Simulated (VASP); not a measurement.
# HfB (Fm-3m) in VASP: settings compared

Aim: see how the results for HfB move with the level of theory and the settings. Levels: PBE, PBEsol, RPBE, revPBE. Tasks: relaxation of cell and atoms.

Everything below comes from runs of VASP 6.6.1. Logs are shortened: lines on timing, memory, paths and dates and some standing lists are left out, and cuts for length are marked.

**1. Starting point**

It takes space group Fm-3m (No. 225, cubic). Conventional cell: a = 4.620 Å, b = 4.620 Å, c = 4.620 Å, α = 90.00°, β = 90.00°, γ = 90.00°. Hf (site symmetry m-3m) is surrounded by 6 B at 2.31 Å. B (site symmetry m-3m) has 6 Hf at 2.31 Å as nearest neighbours.

**2. Relaxation of cell and atoms, PBE**

The input, INCAR:

```
ALGO = Normal ; EDIFF = 1E-7
EDIFFG = -0.005 ; ENCUT = 600
GGA = PE ; IBRION = 2
ISIF = 3 ; ISMEAR = -1
LASPH = T ; LCHARG = F
LREAL = F ; LWAVE = F
NELM = 80 ; NSW = 40
PREC = Accurate ; SIGMA = 0.05
```

The input, KPOINTS:

```
k-points
0
Gamma
  10 10 10
```

The input, POSCAR:

```
HfB
1.0
    0.0000000000      2.3100000000      2.3100000000
    2.3100000000      0.0000000000      2.3100000000
    2.3100000000      2.3100000000      0.0000000000
Hf B
1 1
Direct
    0.5000000000      0.5000000000      0.5000000000
    0.0000000000      0.0000000000      0.0000000000
```

Potentials or basis: VASP PAW PBE potentials, release 64 (Hf_pv, B).

Started as:

```console
> cat potpaw_PBE.64/Hf_pv/POTCAR potpaw_PBE.64/B/POTCAR > POTCAR
> mpirun -np 1 vasp_std > vasp.out
```

OUTCAR:

```text
EDIFF = 1E-7
   EDIFFG = -0.005
   ENCUT = 600
   GGA = PE
   IBRION = 2
   ISIF = 3
   ISMEAR = -1
   LASPH = T
   LREAL = F
   NELM = 80
   NSW = 40
   PREC = Accurate

 ion  position               nearest neighbor table
   1  0.500  0.500  0.500-   2 2.31   2 2.31   2 2.31   2 2.31   2 2.31   2 2.31
   2  0.000  0.000  0.000-   1 2.31   1 2.31   1 2.31   1 2.31   1 2.31   1 2.31

  LATTYP: Found a face centered cubic cell.
 ALAT       =     4.6200000000

  Lattice vectors:

 A1 = (   0.0000000000,   2.3100000000,   2.3100000000)
 A2 = (   2.3100000000,   0.0000000000,   2.3100000000)
 A3 = (   2.3100000000,   2.3100000000,   0.0000000000)

Analysis of symmetry for initial positions (statically):
=====================================================================
 Subroutine PRICEL returns:
 Original cell was already a primitive cell.

 Routine SETGRP: Setting up the symmetry group for a
 face centered cubic supercell.

 Subroutine GETGRP returns: Found 48 space group operations
 (whereof 48 operations were pure point group operations)
 out of a pool of 48 trial point group operations.

The static configuration has the point symmetry O_h .

Analysis of symmetry for dynamics (positions and initial velocities):
=====================================================================
 Subroutine PRICEL returns:
 Original cell was already a primitive cell.

 Routine SETGRP: Setting up the symmetry group for a
 face centered cubic supercell.

 Subroutine GETGRP returns: Found 48 space group operations
 (whereof 48 operations were pure point group operations)
 out of a pool of 48 trial point group operations.

The dynamic configuration has the point symmetry O_h .

 Subroutine INISYM returns: Found 48 space group operations
 (whereof 48 operations are pure point group operations),
 and found     1 'primitive' translations

----------------------------------------------------------------------------------------

                                     Primitive cell

  volume of cell :      24.6528

  direct lattice vectors                    reciprocal lattice vectors
     0.000000000  2.310000000  2.310000000    -0.216450216  0.216450216  0.216450216
     2.310000000  0.000000000  2.310000000     0.216450216 -0.216450216  0.216450216
     2.310000000  2.310000000  0.000000000     0.216450216  0.216450216 -0.216450216

  length of vectors
     3.266833329  3.266833329  3.266833329     0.374902772  0.374902772  0.374902772

  position of ions in fractional coordinates (direct lattice)
     0.500000000  0.500000000  0.500000000
     0.000000000  0.000000000  0.000000000

  ion indices of the primitive-cell ions
   primitive index   ion index
                 1           1
                 2           2

----------------------------------------------------------------------------------------

 KPOINTS: k-points

Automatic generation of k-mesh.
 Grid dimensions read from file:
 generate k-points for:   10   10   10

 Generating k-lattice:

  Cartesian coordinates                     Fractional coordinates (reciprocal lattice)
    -0.021645022  0.021645022  0.021645022     0.100000000  0.000000000  0.000000000
     0.021645022 -0.021645022  0.021645022     0.000000000  0.100000000  0.000000000
     0.021645022  0.021645022 -0.021645022     0.000000000  0.000000000  0.100000000

  Length of vectors
     0.037490277  0.037490277  0.037490277

  Shift w.r.t. Gamma in fractional coordinates (k-lattice)
     0.000000000  0.000000000  0.000000000

 Subroutine IBZKPT returns following result:
 ===========================================

 Found     47 irreducible k-points:

 Following reciprocal coordinates:
            Coordinates               Weight
  0.000000  0.000000  0.000000      1.000000
  0.100000  0.000000  0.000000      8.000000
  0.200000  0.000000  0.000000      8.000000
  0.300000  0.000000  0.000000      8.000000
  0.400000  0.000000  0.000000      8.000000
  0.500000  0.000000  0.000000      4.000000
[... 16 lines left out ...]
  0.300000  0.300000  0.000000      6.000000
  0.400000  0.300000  0.000000     24.000000
 [... further k-points ...]
   k-points           NKPTS =     47   k-points in BZ     NKDIM =     47   number of bands    NBANDS=     10
   number of dos      NEDOS =    301   number of ions     NIONS =      2
   total plane-waves  NPLWV =  21952
   dimension x,y,z NGX =    28 NGY =   28 NGZ =   28
   dimension x,y,z NGXF=    56 NGYF=   56 NGZF=   56
   ions per type =               1   1
   NGX,Y,Z   is equivalent  to a cutoff of  14.25, 14.25, 14.25 a.u.
   NGXF,Y,Z  is equivalent  to a cutoff of  28.50, 28.50, 28.50 a.u.
 SYSTEM =  unknown system
   PREC   = accura    normal or accurate (medium, high low for compatibility)
   ISTART =      0    job   : 0-new  1-cont  2-samecut
   ICHARG =      2    charge: 1-file 2-atom 10-const
   ISPIN  =      1    spin polarized calculation?
   LNONCOLLINEAR =      F non collinear calculations
   LSORBIT =      F    spin-orbit coupling
   LASPH  =      T    aspherical Exc in radial PAW
   ENCUT  =  600.0 eV  44.10 Ry    6.64 a.u.   6.52  6.52  6.52*2*pi/ulx,y,z
   NELM   =     80;   NELMIN=  2; NELMDL= -5     # of ELM steps
   EDIFF  = 0.1E-06   stopping-criterion for ELM
   LREAL  =      F    real-space projection
   EDIFFG = -.5E-02   stopping-criterion for IOM
   NSW    =     40    number of steps for IOM
   IBRION =      2    ionic relax: 0-MD 1-quasi-New 2-CG
   NFREE  =      1    steps in history (QN), initial steepest desc. (CG)
   ISIF   =      3    stress and relaxation
   ISYM   =      2    0-nonsym 1-usesym 2-fastsym
   POTIM  = 0.5000    time-step for ionic-motion
   TEBEG  =    0.0;   TEEND  =   0.0 temperature during run
   PSTRESS=    0.0 pullay stress
   NELECT =      13.0000    total number of electrons
   NUPDOWN=      -1.0000    fix difference up-down
   EMIN   =  10.00;   EMAX   =-10.00  energy-range for DOS
   EFERMI =   0.00;   METHOD = LEGACY
   ISMEAR =    -1;   SIGMA  =   0.05  broadening in eV -4-tet -1-fermi 0-gaus
   EFERMI_NEDOS =   21; number of points for ismear=-14 and -15
   IALGO  =     38    algorithm
   IMIX   =      4    mixing-type and parameters
     AMIX     =   0.40;   BMIX     =  1.00
     AMIX_MAG =   1.60;   BMIX_MAG =  1.00
  volume/ion in A,a.u.               =      12.33        83.18
  Fermi-wavevector in a.u.,A,eV,Ry     =   1.322617  2.499383 23.800871  1.749315
  Thomas-Fermi vector in A             =   2.452285
   LORBIT       =      0    0 simple, 1 ext, 2 COOP (PROOUT), +10 PAW based schemes
   GGA     = PE    functional components
   LHFCALC =     F    Hartree Fock is set to
   AEXX    =    0.0000 exact exchange contribution
   IVDW    =     0    specifies the selected vdW correction
   LEPSILON=     F    determine dielectric tensor
   LRPA    =     F    only Hartree local field effects (RPA)
 conjugate gradient relaxation of ions
 non-spin polarized calculation
  energy-cutoff  :      600.00
  volume of cell :       24.65
 maximum number of plane-waves:       869
 NGX is ok and might be reduce to    28
   NGX = 13   NGY = 13   NGZ = 13

--------------------------------------- Ionic step        1  -------------------------------------------

 number of electron      13.0000000 magnetization

 Free energy of the ion-electron system (eV)
  ---------------------------------------------------
  ext. energy  EPLUGINS =         0.00000000
  ---------------------------------------------------
  free energy    TOTEN  =       -17.15085458 eV

  energy without entropy =      -17.13960763  energy(sigma->0) =      -17.14523111

------------------------ aborting loop because EDIFF is reached ----------------------------------------

  FORCE on cell =-STRESS in cart. coord.  units (eV):
  Direction    XX          YY          ZZ          XY          YZ          ZX
  --------------------------------------------------------------------------------------
  -------------------------------------------------------------------------------------
  Total        4.6909383      4.6909383      4.6909383      0.0000000      0.0000000     -0.0000000
  in kB      304.8627512    304.8627512    304.8627512      0.0000000      0.0000000     -0.0000000
  external PRESSURE =     304.8627512 kB  Pullay stress =       0.0000000 kB
[... 89 lines left out ...]
  FREE ENERGIE OF THE ION-ELECTRON SYSTEM (eV)
  ---------------------------------------------------
  free  energy   TOTEN  =       -17.4582196031 eV

  energy  without entropy=      -17.4433011563  energy(sigma->0) =      -17.45076038

[... ionic steps 4 to 14 ...]

--------------------------------------- Ionic step       15  -------------------------------------------

 number of electron      13.0000001 magnetization

------------------------ aborting loop because EDIFF is reached ----------------------------------------

  FORCE on cell =-STRESS in cart. coord.  units (eV):
  Direction    XX          YY          ZZ          XY          YZ          ZX
  --------------------------------------------------------------------------------------
  -------------------------------------------------------------------------------------
  Total        0.0415709      0.0415709      0.0415709      0.0000000      0.0000000      0.0000000
  in kB        2.3590377      2.3590377      2.3590377      0.0000000      0.0000000      0.0000000
  external PRESSURE =       2.3590377 kB  Pullay stress =       0.0000000 kB
[... 57 lines left out ...]
  energy  without entropy=      -17.4437551769  energy(sigma->0) =      -17.45121439

--------------------------------------- Ionic step       17  -------------------------------------------

 number of electron      13.0000001 magnetization

 Free energy of the ion-electron system (eV)
  ---------------------------------------------------
  ext. energy  EPLUGINS =         0.00000000
  ---------------------------------------------------
  free energy    TOTEN  =       -17.45868696 eV

  energy without entropy =      -17.44376863  energy(sigma->0) =      -17.45122779

 E-fermi :   4.2622     XC(G=0): -11.6630

 val. band max:        4.2542662004   @ k =   0.3000   0.3000   0.0000
 cond. band min:       4.2879657444   @ k =  -0.2000   0.1000   0.0000
 fundamental gap:      0.0336995440
 Fermi energy:         4.2621850743

 k-point     1 :       0.0000    0.0000    0.0000
  band No.  band energies     occupation
      1     -24.7420      2.00000
      2     -24.7420      2.00000
      3     -24.7420      2.00000
      4      -4.8348      2.00000
      5       6.3296      0.00000
      6       6.3296      0.00000
      7       6.3296      0.00000
      8       7.8556      0.00000
      9       7.8556      0.00000
     10       7.8556      0.00000
[... 287 lines left out ...]
 k-point    24 :       0.4000    0.3000    0.0000
  band No.  band energies     occupation
      1     -25.0663      2.00000
      2     -24.8752      2.00000
      3     -24.8619      2.00000
      4      -2.1587      2.00000
      5       2.1721      2.00000
      6       3.6979      1.99997
      7       5.4105      0.00000
      8       6.1429      0.00000
      9       9.7632      0.00000
     10      11.1241      0.00000

 [... further k-points ...]

------------------------ aborting loop because EDIFF is reached ----------------------------------------

  FORCE on cell =-STRESS in cart. coord.  units (eV):
  Direction    XX          YY          ZZ          XY          YZ          ZX
  --------------------------------------------------------------------------------------
  -------------------------------------------------------------------------------------
  Total        0.0086316      0.0086316      0.0086316      0.0000000      0.0000000      0.0000000
  in kB        0.4892657      0.4892657      0.4892657      0.0000000      0.0000000      0.0000000
  external PRESSURE =       0.4892657 kB  Pullay stress =       0.0000000 kB
[... 17 lines left out ...]
  FREE ENERGIE OF THE ION-ELECTRON SYSTEM (eV)
  ---------------------------------------------------
  free  energy   TOTEN  =       -17.4586869609 eV

  energy  without entropy=      -17.4437686263  energy(sigma->0) =      -17.45122779

 reached required accuracy - stopping structural energy minimisation
```

It took 91 s on 1 thread of Intel Xeon Platinum 8488C (Sapphire Rapids), shared host; peak memory 0.17 GiB.

Results:

| Item | Value |
| --- | --- |
| Free energy | -17.4587 eV |
| Relaxed volume | 14.13 Å³/atom |
| Relaxed cell | a = 3.419 Å, b = 3.419 Å, c = 3.419 Å, α = 60.00°, β = 60.00°, γ = 60.00° |
| Space group after relaxing (to 0.05 Å) | Fm-3m (No. 225) |
| Energy gained by relaxing | 153.9 meV/atom |
| Ionic steps | 17 |
| Pressure after relaxing | 0.0 GPa |
| Band gap on the k mesh | none (metal or under the smearing width) |

Step by step:
```
step  energy change (eV)  largest force (eV/Å)  pressure (GPa)  volume (Å³)
   1              0.0000                0.0000           30.49        24.65
   2              0.1519                0.0000          -22.12        34.00
   3             -0.3074                0.0000           -0.94        28.43
   4             -0.3078                0.0000           -0.13        28.29
   5             -0.3078                0.0000            0.33        28.22
   6             -0.3078                0.0000            0.33        28.22
   7             -0.3078                0.0000            0.30        28.22
   8             -0.3078                0.0000            0.30        28.22
   9             -0.3078                0.0000            0.30        28.22
  10             -0.3078                0.0000            0.30        28.22
  11             -0.3078                0.0000            0.30        28.22
  12             -0.3078                0.0000            0.30        28.22
  13             -0.3078                0.0000            0.30        28.23
  14             -0.3078                0.0000            0.27        28.23
  15             -0.3078                0.0000            0.24        28.23
  16             -0.3078                0.0000            0.17        28.24
  17             -0.3078                0.0000            0.05        28.27
```

Final structure:
```
Hf B
1.0
     0.00000    2.41773    2.41773
     2.41773    0.00000    2.41773
     2.41773    2.41773    0.00000
Hf B
1 1
Cartesian
  2.4177 2.4177 2.4177
  0.0000 0.0000 0.0000
```

Levels at points of the mesh, in eV from the Fermi level:
| k point | band 4 | band 5 | band 6 | band 7 | band 8 | band 9 | band 10 |
| --- | --- | --- | --- | --- | --- | --- | --- |
| (0.00, 0.00, 0.00) | -9.10 | 2.07 | 2.07 | 2.07 | 3.59 | 3.59 | 3.59 |
| (0.50, 0.00, 0.00) | -4.59 | -4.46 | -1.12 | -1.12 | 5.67 | 5.67 | 6.49 |
| (0.50, 0.50, 0.00) | -6.35 | -1.23 | -0.76 | 1.96 | 1.96 | 5.41 | 6.79 |

Spin-orbit coupling is left out, which matters for the levels of Hf. PBE usually gives volumes a little too large and moduli too small.

**3. Relaxation of cell and atoms, PBEsol**

Edit INCAR of step 2 so:

```diff
@@ -2,3 +2,3 @@
 EDIFFG = -0.005 ; ENCUT = 600
-GGA = PE ; IBRION = 2
+GGA = PS ; IBRION = 2
 ISIF = 3 ; ISMEAR = -1
```

KPOINTS is that of step 2.

POSCAR is that of step 2.

Potentials or basis: VASP PAW PBE potentials, release 64 (Hf_pv, B).

Started as:

```console
> cat potpaw_PBE.64/Hf_pv/POTCAR potpaw_PBE.64/B/POTCAR > POTCAR
> mpirun -np 1 vasp_std > vasp.out
```

It took 1.7 min on 1 thread of Intel Xeon Platinum 8488C (Sapphire Rapids), shared host; peak memory 0.17 GiB.

It converged, with:

* Free energy: -18.4043 eV
* Relaxed volume: 13.75 Å³/atom
* Relaxed cell: a = 3.388 Å, b = 3.388 Å, c = 3.388 Å, α = 60.00°, β = 60.00°, γ = 60.00°
* Space group after relaxing (to 0.05 Å): Fm-3m (No. 225)
* Energy gained by relaxing: 98.5 meV/atom
* Ionic steps: 18
* Pressure after relaxing: 0.0 GPa
* Band gap on the k mesh: none (metal or under the smearing width)

Step by step:
```
step  energy change (eV)  largest force (eV/Å)  pressure (GPa)  volume (Å³)
   1              0.0000                0.0000           24.34        24.65
   2              0.1233                0.0000          -20.36        31.96
   3             -0.1969                0.0000           -0.68        27.60
   4             -0.1971                0.0000           -0.08        27.50
   5             -0.1970                0.0000            0.31        27.44
   6             -0.1971                0.0000            0.30        27.44
   7             -0.1971                0.0000            0.28        27.45
   8             -0.1971                0.0000            0.27        27.45
   9             -0.1971                0.0000            0.28        27.45
  10             -0.1971                0.0000            0.27        27.45
  11             -0.1971                0.0000            0.27        27.45
  12             -0.1971                0.0000            0.27        27.45
  13             -0.1971                0.0000            0.25        27.45
  14             -0.1971                0.0000            0.23        27.46
  15             -0.1971                0.0000            0.19        27.46
  16             -0.1971                0.0000            0.10        27.48
  17             -0.1971                0.0000           -0.09        27.50
  18             -0.1971                0.0000            0.00        27.49
```

Final structure:
```yaml
crystal:
  lattice:
    - [0.00000, 2.39543, 2.39543]
    - [2.39543, 0.00000, 2.39543]
    - [2.39543, 2.39543, 0.00000]
  atoms:
    - { symbol: Hf, position: [0.50000, 0.50000, 0.50000] }
    - { symbol: B, position: [0.00000, 0.00000, 0.00000] }
```

Levels at points of the mesh, in eV from the Fermi level:
| k point | band 4 | band 5 | band 6 | band 7 | band 8 | band 9 | band 10 |
| --- | --- | --- | --- | --- | --- | --- | --- |
| (0.00, 0.00, 0.00) | -9.18 | 2.06 | 2.06 | 2.06 | 3.71 | 3.71 | 3.71 |
| (0.50, 0.00, 0.00) | -4.69 | -4.33 | -1.16 | -1.16 | 5.82 | 5.82 | 6.68 |
| (0.50, 0.50, 0.00) | -6.38 | -1.16 | -0.85 | 2.07 | 2.07 | 5.57 | 6.99 |

Caveat: the PAW data sets were made with another functional, which shifts forces and pressure a little.

(Continued in part 2 of 2.)
